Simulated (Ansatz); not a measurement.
# TaC: a C atom hops into a vacancy

Aim: the barrier for C2 to jump 3.15 Å into the empty C site beside it, in a 2×2×2 supercell of TaC with one C atom removed. The band relaxes its own ends first.

The COD entry's cell or inner coordinates are ideal or old and differ from later refinements, so a difference from it is no clean test against experiment.

All numbers below are computed with Ansatz 0.2.0 (DFT PBE, plane waves, PAW, scalar-relativistic, no spin polarisation).

## 1. Starting point

The cell holds 15 atoms (C7Ta8): a = 6.311 Å, b = 6.311 Å, c = 6.311 Å, α = 60.00°, β = 60.00°, γ = 60.00°.

The empty site lies at (4.47, 4.43, 2.21) Å, and C2 starts at (2.21, 2.24, 2.20) Å. All atoms were shaken by about 0.02 Å to break the symmetry.

As a file:

```xyz
15
Lattice="0.0000 4.4627 4.4627 4.4627 0.0000 4.4627 4.4627 4.4627 0.0000" Properties=species:S:1:pos:R:3 pbc="T T T"
Ta   -0.0113   -0.0196   -0.0278
C     2.2136    2.2357    2.2034
Ta    2.2067    2.1908    0.0300
Ta    2.2828   -0.0226    2.2447
C     4.4786    2.2343    4.4695
Ta    4.4846    2.2479    2.2329
C     6.6687    4.4343    4.4775
Ta    0.0111    2.1916    2.2306
C     2.2040    4.4314    4.4693
Ta    2.2269    4.4485    2.2230
C     4.4782    6.6787    4.4481
Ta    2.2261    2.2451    4.4605
C     4.4609    4.4802    6.7103
Ta    4.4594    4.4808    4.4792
C     6.7166    6.6820    6.7492
```

## 2. Relaxing the ends and the band

crystal.atoms is the first end and neb.final_atoms the second, which differs in C2 alone.

The input, input.yaml:

```yaml
crystal:
  lattice:
    - [0.0, 4.462696, 4.462696]
    - [4.462696, 0.0, 4.462696]
    - [4.462696, 4.462696, 0.0]
  atoms:
    - { symbol: Ta, position: [-0.00404829, -0.00218626, -0.00035166] }
    - { symbol: C, position: [0.24934452, 0.24439255, 0.25163751] }
    - { symbol: Ta, position: [0.00157851, 0.00514535, 0.48932629] }
    - { symbol: Ta, position: [-0.00680044, 0.50979673, 0.00172706] }
    - { symbol: C, position: [0.24930452, 0.75221761, 0.25135378] }
    - { symbol: Ta, position: [-0.00042737, 0.50077125, 0.5041383] }
    - { symbol: C, position: [0.25130652, 0.75200775, 0.74232341] }
    - { symbol: Ta, position: [0.49422282, 0.00561537, -0.00313266] }
    - { symbol: C, position: [0.75029099, 0.25119093, 0.24269099] }
    - { symbol: Ta, position: [0.49797042, 0.00015953, 0.49883859] }
    - { symbol: C, position: [0.744904, 0.25181873, 0.75165804] }
    - { symbol: Ta, position: [0.5018816, 0.49762293, 0.00120411] }
    - { symbol: C, position: [0.75398053, 0.74967051, 0.24993778] }
    - { symbol: Ta, position: [0.50423956, 0.49945586, 0.49981208] }
    - { symbol: C, position: [0.7523028, 0.76004823, 0.7450049] }
kpoints:
  mp_grid: { grid: [3, 3, 3] }
magnetization:
  spin_polarized: false
scf:
  occupations: { method: cold, width: 0.15 }
hamiltonian:
  pseudopotentials: { kind: paw }
  xc: pbe
basis:
  ecutwfc: 420
neb:
  images: 3
  relax_end_points: true
  climbing: true
  f_tol: 0.05
  max_iterations: 40
  order_check: false
  final_atoms:
    - { symbol: Ta, position: [-0.00404829, -0.00218626, -0.00035166] }
    - { symbol: C, position: [0.24393034, 0.25168545, 0.74910643] }
    - { symbol: Ta, position: [0.00157851, 0.00514535, 0.48932629] }
    - { symbol: Ta, position: [-0.00680044, 0.50979673, 0.00172706] }
    - { symbol: C, position: [0.24930452, 0.75221761, 0.25135378] }
    - { symbol: Ta, position: [-0.00042737, 0.50077125, 0.5041383] }
    - { symbol: C, position: [0.25130652, 0.75200775, 0.74232341] }
    - { symbol: Ta, position: [0.49422282, 0.00561537, -0.00313266] }
    - { symbol: C, position: [0.75029099, 0.25119093, 0.24269099] }
    - { symbol: Ta, position: [0.49797042, 0.00015953, 0.49883859] }
    - { symbol: C, position: [0.744904, 0.25181873, 0.75165804] }
    - { symbol: Ta, position: [0.5018816, 0.49762293, 0.00120411] }
    - { symbol: C, position: [0.75398053, 0.74967051, 0.24993778] }
    - { symbol: Ta, position: [0.50423956, 0.49945586, 0.49981208] }
    - { symbol: C, position: [0.7523028, 0.76004823, 0.7450049] }
```

Started as:

```bash
> ansatz run input.yaml --threads 4 --pin off --max-ram 8192MiB --backend cpu --events-out ev --progress --plain --runs-dir out
```

What it wrote (excerpt; [...] marks lines left out):

```text
Warning: neb: disabling space-group detection — the band's intermediate images generally break the endpoint symmetry, so no spatial operation reduces the k-mesh or symmetrises the density, except that a semilocal band can use its path's symmetry ahead of convergence; time reversal is [...]
Warning: RAYON_NUM_THREADS=4 ignored (pool sized by the plan → 4); use --threads N
[...]
Pseudopotentials: kind: paw
Pseudopotential: Ta, paw, valence charge 13, recommended cutoff 420 eV (normal), Ta.paw.azcp
Pseudopotential: C, paw, valence charge 4, recommended cutoff 420 eV (normal), C.paw.azcp
Functional definition: PBE
[...]
parallel-image band execution: 3 concurrent image workers
NEB image 0
Crystal: 15 atoms, lattice volume = 177.755 Å³
Basis set: ecut = 420 eV, 3479 PW (Γ), exchange–correlation on 90×90×90 points (8 copies of the dense FFT grid, shifted against one another)
Bands: 81, of which v1, the nominal top of the filled ones, is band 66 counted from 1 (65 counted from 0)
Symmetry: 1 space group operations
k-points: 14 of 27 (time reversal used)
[...]
SCF iter   1: F=—  HF=-81223.443629 eV  |F-HF|=—  |Δ(HF+E_count)|=         —  Δρ=5.70e-3  dr2=1.55e-1  ethr=1.77e-3  ⟨swp⟩=5.1  Hψ=4303  notcnv=0
[...]
NSCF: frozen V_eff on 14 k-points
NEB image 4
[...]
NSCF: frozen V_eff on 14 k-points
NEB end point (image 0): max|allowed force component| = 8.397e-1 eV/Å (the criterion of neb.relax_end_points is 1.000e-2)
NEB end point (image 4): max|allowed force component| = 7.071e-1 eV/Å (the criterion of neb.relax_end_points is 1.000e-2)
NEB image 0, for its relaxation
[...]
NEB image 0, for its relaxation
[...]
NEB image 0, for its relaxation
[...]
NEB image 0, for its relaxation
[...]
NEB image 0
[...]
NSCF: frozen V_eff on 14 k-points
NEB end point (image 0): relaxed in 21 SCF iterations, 0.153081 eV lower, largest move of an atom 0.056 Å; not tested for a saddle point
NEB image 4, for its relaxation
[...]
SCF iter   1: F=—  HF=-81223.417861 eV  |F-HF|=—  |Δ(HF+E_count)|=         —  Δρ=5.26e-6  dr2=5.44e-8  ethr=4.12e-11  ⟨swp⟩=1.0  Hψ=3206  notcnv=0
[...]
```

## 3. The log goes on

The log, continued (excerpt; [...] marks lines left out):

```text
SCF iter   2: F=-81223.417865 eV  HF=-81223.417865 eV  |F-HF|=1.06e-8  |Δ(HF+E_count)|=   3.53e-6  S|Δr|=    0.00e0  Δρ=2.93e-6  dr2=2.01e-8  ethr=4.12e-11  ⟨swp⟩=4.0  Hψ=3202  notcnv=0
[...]
NEB image 4, for its relaxation
[...]
NEB image 4, for its relaxation
[...]
NEB image 4, for its relaxation
[...]
NEB image 4
[...]
NSCF: frozen V_eff on 14 k-points
NEB end point (image 4): relaxed in 21 SCF iterations, 0.148339 eV lower, largest move of an atom 0.063 Å; not tested for a saddle point
NEB image 1
[...]
NEB image 2
[...]
NEB image 3
[...]
NEB iter   1: max|band force component| = 1.433e1 eV/Å  barrier→ = 10.2948 eV  barrier← = 10.2948 eV  Δτ_max = 0.2000 Å  (39 SCF iters)
[...]
NEB iter   2: max|band force component| = 3.153e0 eV/Å  barrier→ = 5.5410 eV  barrier← = 5.5410 eV  Δτ_max = 0.0868 Å  (22 SCF iters)
NEB image 1
[...]
SCF iter   4: F=—  HF=-81220.892004 eV  |F-HF|=—  |Δ(HF+E_count)|=   3.86e-4  S|Δr|=    0.00e0  Δρ=1.63e-4  dr2=6.41e-5  ethr=1.52e-6  ⟨swp⟩=2.0  Hψ=1541  notcnv=0
```

## 4. The log goes on

Output, continued (excerpt; [...] marks lines left out):

```text
SCF iter   5: F=—  HF=-81220.892186 eV  |F-HF|=—  |Δ(HF+E_count)|=   1.82e-4  S|Δr|=    0.00e0  Δρ=4.59e-5  dr2=7.07e-6  ethr=4.86e-8  ⟨swp⟩=2.0  Hψ=1620  notcnv=0
[...]
NEB image 2
[...]
NEB image 3
[...]
NEB iter   3: max|band force component| = 4.952e-1 eV/Å  barrier→ = 5.0947 eV  barrier← = 5.0947 eV  CI = image 2  Δτ_max = 0.0384 Å  (21 SCF iters)
[...]
NEB iter   5: max|band force component| = 7.720e-2 eV/Å  barrier→ = 5.0397 eV  barrier← = 5.0397 eV  CI = image 2  Δτ_max = 0.0059 Å  (18 SCF iters)
[...]
NEB iter   6: max|band force component| = 1.026e-2 eV/Å  barrier→ = 5.0390 eV  barrier← = 5.0390 eV  CI = image 2  Δτ_max = 0.0000 Å  (15 SCF iters)
SCF converged after 5 iterations
[...]
    - { symbol: C, position: [0.24564511889188922, 0.7644400607254566, 0.2439082130111866] }
    - { symbol: Ta, position: [-0.04573377976015891, 0.5469832059934172, 0.49832604209641995] }
    - { symbol: C, position: [0.2526675836012639, 0.7397426709109725, 0.7527456294771022] }
    - { symbol: Ta, position: [0.5018633031214248, -0.0006157894038306133, -0.0016730406095216144] }
    - { symbol: C, position: [0.7615044939297675, 0.2485805407045656, 0.243908192829567] }
    - { symbol: Ta, position: [0.5440465141342904, -0.04279967594084899, 0.49832738903901685] }
    - { symbol: C, position: [0.7368077996039031, 0.25560298140798166, 0.7527453945954165] }
    - { symbol: Ta, position: [0.49282343121556554, 0.49575807971684155, 0.012806522034702172] }
    - { symbol: C, position: [0.7491563172558716, 0.7520916949475022, 0.22506281931294403] }
    - { symbol: Ta, position: [0.4928236903214862, 0.4957576222520692, 0.4965139210945857] }
    - { symbol: C, position: [0.7491564513322961, 0.7520916162005595, 0.7715907480699526] }
```

It took 71 s on 4 threads of Intel Xeon 6975P-C (Granite Rapids), shared host; peak memory 1.3 GiB.

## 5. Images and barrier

The 3 inner images lie between the fixed ends 0 and 4. Energy is taken from image 0, and the path length is the program's own coordinate along the band.

| image | path (Å) | energy (eV) | C2 x y z (Å) | band force (eV/Å) |
| --- | --- | --- | --- | --- |
| 0 | 0.000 | 0.0000 | 2.23 2.22 2.24 | - |
| 1 | 0.810 | 2.6441 | 2.77 2.76 2.24 | 0.010 |
| 2* | 1.619 | 5.0390 | 3.35 3.34 2.24 | 0.007 |
| 3 | 2.428 | 2.6441 | 3.93 3.91 2.24 | 0.010 |
| 4 | 3.238 | 0.0000 | 4.47 4.45 2.24 | - |

The star marks the climbing image.

image, energy (eV) and a bar:
```
        0      0.000 
        1      2.644 ################
        2      5.039 ##############################
        3      2.644 ################
        4      0.000
```

The top of the band by iteration:

| iteration | highest image above image 0 (eV) | largest band force (eV/Å) |
| --- | --- | --- |
| 1 | 10.2948 | 14.327 |
| 2 | 5.5410 | 3.153 |
| 3 | 5.0947 | 0.495 |
| 4 | 5.0452 | 0.138 |
| 5 | 5.0397 | 0.077 |
| 6 | 5.0390 | 0.010 |

The band as a trajectory file:

```xyz
15
Lattice="0.000 4.463 4.463 4.463 0.000 4.463 4.463 4.463 0.000" Properties=species:S:1:pos:R:3 pbc="T T T" image=0 dE=0.0000
Ta    0.001   -0.010   -0.020
C     2.233    2.221    2.237
Ta    2.233    2.221    0.005
Ta    2.257   -0.010    2.237
C     4.464    2.221    4.468
Ta    4.464    2.196    2.237
C     6.695    4.453    4.468
Ta    0.001    2.246    2.236
C     2.232    4.453    4.468
Ta    2.208    4.453    2.237
C     4.464    6.684    4.468
Ta    2.233    2.221    4.468
C     4.464    4.453    6.699
Ta    4.464    4.453    4.493
C     6.695    6.684    6.699
15
Lattice="0.000 4.463 4.463 4.463 0.000 4.463 4.463 4.463 0.000" Properties=species:S:1:pos:R:3 pbc="T T T" image=1 dE=2.6441
Ta   -0.019   -0.031   -0.002
C     2.770    2.758    2.237
Ta    2.258    2.246    0.069
Ta    2.245   -0.029    2.237
C     4.486    2.198    4.488
Ta    4.609    2.074    2.237
C     6.673    4.473    4.448
Ta   -0.017    2.233    2.237
C     2.210    4.473    4.488
Ta    2.086    4.597    2.237
C     4.486    6.661    4.448
Ta    2.258    2.246    4.405
C     4.391    4.378    6.699
Ta    4.444    4.432    4.476
C     6.791    6.779    6.699
15
Lattice="0.000 4.463 4.463 4.463 0.000 4.463 4.463 4.463 0.000" Properties=species:S:1:pos:R:3 pbc="T T T" image=2 dE=5.0390
Ta   -0.034   -0.048    0.062
C     3.349    3.336    2.237
Ta    2.270    2.256    0.062
Ta    2.245   -0.023    2.237
C     4.500    2.185    4.508
Ta    4.665    2.020    2.237
C     6.661    4.487    4.429
Ta   -0.010    2.232    2.237
C     2.198    4.487    4.508
Ta    2.033    4.652    2.237
C     4.500    6.647    4.429
Ta    2.270    2.256    4.412
C     4.361    4.348    6.700
Ta    4.428    4.415    4.412
C     6.800    6.787    6.700
15
Lattice="0.000 4.463 4.463 4.463 0.000 4.463 4.463 4.463 0.000" Properties=species:S:1:pos:R:3 pbc="T T T" image=3 dE=2.6441
Ta   -0.023   -0.037    0.069
C     3.928    3.914    2.237
Ta    2.254    2.240   -0.002
Ta    2.252   -0.024    2.237
C     4.488    2.198    4.488
Ta    4.612    2.074    2.237
C     6.675    4.473    4.448
Ta   -0.010    2.238    2.237
C     2.212    4.473    4.488
Ta    2.089    4.598    2.237
C     4.488    6.661    4.448
Ta    2.254    2.240    4.476
C     4.369    4.355    6.700
Ta    4.439    4.425    4.405
C     6.770    6.756    6.700
15
Lattice="0.000 4.463 4.463 4.463 0.000 4.463 4.463 4.463 0.000" Properties=species:S:1:pos:R:3 pbc="T T T" image=4 dE=0.0000
Ta    0.003   -0.012    0.006
C     4.465    4.450    2.237
Ta    2.234    2.219   -0.019
Ta    2.234   -0.037    2.237
C     4.465    2.219    4.469
Ta    4.490    2.219    2.237
C     6.697    4.450    4.469
Ta   -0.022    2.219    2.237
C     2.234    4.450    4.469
Ta    2.234    4.475    2.237
C     4.465    6.682    4.469
Ta    2.234    2.219    4.493
C     4.465    4.450    6.700
Ta    4.465    4.450    4.469
C     6.697    6.682    6.700
```

## 6. What came out

| quantity | value |
| --- | --- |
| relaxation of the ends | 0.153 eV lower, moves up to 0.06 Å; 0.148 eV lower, moves up to 0.06 Å |
| barrier forwards | 5.039 eV |
| barrier backwards | 5.039 eV |
| second end relative to first | 0.000 eV |
| highest image | 2 of 0 to 4, climbing |
| band iterations | 6 |

Along this path the system climbs 5.04 eV from the first end (195 kT at 300 K); with a typical attempt rate of 10^13 per second that is roughly 10^-72 events a second. Both ends agree in energy to 1 meV. The input switches the test of curvatures off, so the top was not shown to be a first-order saddle. The cell of 15 atoms is small, so the barrier is not converged with size.
